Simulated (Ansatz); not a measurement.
TePb, 2 atoms in the cell. The structure is cubic, space group Fm-3m (No. 225). Conventional cell: a = 6.462 Å, b = 6.462 Å, c = 6.462 Å, α = 90.00°, β = 90.00°, γ = 90.00°. Pb (site symmetry m-3m) has 6 Te at 3.23 Å as nearest neighbours. Around Te (site symmetry m-3m) lie 6 Pb at 3.23 Å. 

| Quantity | Value |
| --- | --- |
| Program | Ansatz 0.2.0 |
| Task | band structure |
| Functional | PBE |
| Potentials or basis | all-electron LAPW, relativistic spinors |
| Cutoff | 179 eV (chosen from the basis error) |
| Basis error allowed | 0.001 eV/atom |
| k mesh | 5 × 5 × 5 |
| Occupations | fermi-dirac, width 0.05 eV |
| Spin | spin-orbit coupling, no magnetisation |

Potentials or basis: all-electron LAPW, relativistic spinors.

Command:

```bash
$ ansatz run input.yaml --threads 1 --pin off --max-ram 3072MiB --backend cpu --events-out ev --progress --plain --runs-dir out
```

Hardware: 1 thread of Arm Neoverse V2, on a shared host.

Question: How long does it take, and how much memory?

Answer: Run time: 110 s on 1 thread of Arm Neoverse V2, on a shared host, peak memory 0.41 GiB. Counts: scf iterations 7, plane waves 339, k points 10, bands 72.
